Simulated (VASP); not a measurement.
Nb:

```
Nb
1.0
     0.00000    2.08008    2.08008
     2.08008    0.00000    2.08008
     2.08008    2.08008    0.00000
Nb
1
Direct
  0.00000 0.00000 0.00000
```

This isn't the form of Nb at room conditions, which is bcc.

- Program: VASP 6.6.1
- Task: relaxation of cell and atoms
- Functional: RPBE
- Potentials or basis: VASP PAW PBE potentials, release 64 (Nb_sv)
- Cutoff: 600 eV
- k mesh: 18 × 18 × 18
- Occupations: gaussian, width 0.1 eV
- Spin: no spin polarisation

At the start: pressure 9.9 GPa; volume 18.00 Å³/atom.

Where does the relaxation end?

Over 4 steps the energy falls by 31.1 meV/atom and the volume is 19.05 Å³/atom (+5.9 %); space group Fm-3m (No. 225, to 0.05 Å).

Step by step:
```
step  energy change (eV)  largest force (eV/Å)  pressure (GPa)  volume (Å³)
   1              0.0000                0.0000            9.93        18.00
   2              0.0581                0.0000          -13.10        21.06
   3             -0.0311                0.0000           -0.26        19.08
   4             -0.0311                0.0000           -0.01        19.05
```

Final structure:
```xyz
1
Lattice="0.0000 2.1199 2.1199 2.1199 0.0000 2.1199 2.1199 2.1199 0.0000" Properties=species:S:1:pos:R:3 pbc="T T T"
Nb    0.0000    0.0000    0.0000
```

Caveat: the PAW data sets were made with another functional, which shifts forces and pressure a little.
